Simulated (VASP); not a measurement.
A run of VASP 6.6.1 is set up as follows.

INCAR

```
PREC     = Accurate       # precision mode
ENCUT    = 520            # plane-wave cutoff, eV
EDIFF    = 1E-6           # SCF threshold, eV
ISMEAR   = -1             # smearing method
SIGMA    = 0.02           # smearing width, eV
LREAL    = False          # projectors in reciprocal space
LASPH    = True           # aspherical terms in the spheres
NELM     = 100            # most SCF steps
ALGO     = Normal         # electronic algorithm
ISIF     = 2              # what is computed and relaxed
LWAVE    = False          # write WAVECAR
LCHARG   = False          # write CHGCAR
GGA      = PE             # functional
NBANDS   = 26             # bands
```

File KPOINTS:

```
Automatic mesh
0
Gamma
  6 6 4
```

File POSCAR:

```
HgTe
1.0
    4.2614311701      0.0000000000      0.0000000000
   -2.1307155851      3.6905076498      0.0000000000
    0.0000000000      0.0000000000      7.4700936535
Hg Te
2 2
Direct
    0.0000000000      0.0000000000      0.0000000000
    0.0000000000      0.0000000000      0.5000000000
    0.3333333333      0.6666666667      0.2500000000
    0.6666666667      0.3333333333      0.7500000000
```

Potentials or basis: VASP PAW PBE potentials, release 64 (Hg, Te).

Command:

```console
$ cat potpaw_PBE.64/Hg/POTCAR potpaw_PBE.64/Te/POTCAR > POTCAR
$ mpirun -np 1 vasp_std > vasp.out
```

Predict the band gap on the k mesh.

none (metal or under the smearing width).

What does it give for the pressure?

0.1 GPa.

Spin-orbit coupling is left out, which matters for the levels of Hg, Te.
